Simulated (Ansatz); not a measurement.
# SiC: the cost of one run

Computed with Ansatz 0.2.0 (DFT PBEsol, scalar-relativistic, plane waves, PAW, unless a step's input says otherwise).

13 further runs of the same task are left out: 13 set aside as unsound or not needed. Runs told in other sessions of the task aren't counted.

**1. The system as given**

The structure is hexagonal, space group P6_3mc (No. 186). Conventional cell: a = 3.078 Å, b = 3.078 Å, c = 10.076 Å, α = 90.00°, β = 90.00°, γ = 120.00°. Si (site symmetry 3m) has 4 C at 1.89 Å in its first shell of neighbours. Si (site symmetry 3m) is surrounded by 4 C at 1.88 to 1.89 Å. Around C (site symmetry 3m) lie 4 Si at 1.88 to 1.89 Å. Around C (site symmetry 3m) lie 4 Si at 1.89 Å.

Coordinates:

```
Si C
1.0
     3.07807    0.00000    0.00000
    -1.53903    2.66568    0.00000
     0.00000    0.00000   10.07581
Si C
4 4
Cartesian
  1.5390 0.8886 9.4494
  0.0000 1.7771 4.4115
  0.0000 0.0000 6.9311
  0.0000 0.0000 1.8932
  1.5390 0.8886 7.5550
  0.0000 1.7771 2.5171
  0.0000 0.0000 5.0425
  0.0000 0.0000 0.0046
```

It goes back to an entry of the Materials Project.

It is the result of an earlier relaxation at this level (volume 10.33 Å³/atom; gap on the mesh: 2.12 eV).

**2. Plan of the line**

The energy is mapped over a normal mode and a strain (zone-centre modes of the cell shown) (x along [1 0 0], y along [1 2 0], z along [0 0 1] of the conventional cell).

First coordinate, amplitude of mode 4 (188 cm⁻¹), largest displacement in the unstrained cell: 11 values from −0.141 Å. Second coordinate, strain +e along z and -e/2 along x and y: 7 values from −7.00 %.

Nothing else is relaxed (the pattern is fixed in fractional coordinates). Energies count from the relaxed high-symmetry cell. Points are written as (first, second).

The modes come from a phonon run on the reference cell, made beforehand.

Displacement patterns for an amplitude of 1 (Å):

| atom | x1 | y1 | z1 |
| --- | --- | --- | --- |
| Si1 | 1.000 | 0.000 | 0.000 |
| Si2 | -1.000 | 0.000 | 0.000 |
| Si3 | -0.437 | 0.000 | 0.000 |
| Si4 | 0.437 | 0.000 | 0.000 |
| C5 | -0.305 | 0.000 | 0.000 |
| C6 | 0.305 | 0.000 | 0.000 |
| C7 | -0.991 | 0.000 | 0.000 |
| C8 | 0.991 | 0.000 | 0.000 |

**3. Point (−0.141 Å, 2.33 %)**

The input, input.yaml:

```yaml
crystal:
  lattice:
    - [3.0422075749, 0.0, 0.0]
    - [-1.5211037874, 2.6346290434, 0.0]
    - [0.0, 0.0, 10.3105753774]
  atoms:
    - { symbol: Si, position: [0.6208586978, 0.3333333333, 0.9378278417] }
    - { symbol: Si, position: [0.3791413022, 0.6666666667, 0.4378278417] }
    - { symbol: Si, position: [0.0200261305, 0.0, 0.6878973493] }
    - { symbol: Si, position: [-0.0200261305, 0.0, 0.1878973493] }
    - { symbol: C, position: [0.6806343695, 0.3333333333, 0.7498191684] }
    - { symbol: C, position: [0.3193656305, 0.6666666667, 0.2498191684] }
    - { symbol: C, position: [0.0453855368, 0.0, 0.5004546406] }
    - { symbol: C, position: [-0.0453855368, 0.0, 0.0004546406] }
basis:
  ecutwfc: 520.0
kpoints:
  mp_grid: { grid: [12, 12, 4] }
hamiltonian:
  xc: pbesol
  pseudopotentials: { kind: paw, azcp: { folder: soft_1 } }
scf:
  occupations: { method: gaussian, width: 0.05 }
output:
  forces: true
  stress: true
  eigenvalues: true
```

Started as:

```bash
> ansatz run input.yaml --threads 2 --pin off --max-ram 4096MiB --backend cpu --events-out ev --progress --plain --runs-dir out
```

What time and memory should one allow on 2 threads of Intel Xeon Platinum 8488C (Sapphire Rapids), shared host?

About 17 s, with a peak of 0.77 GiB.
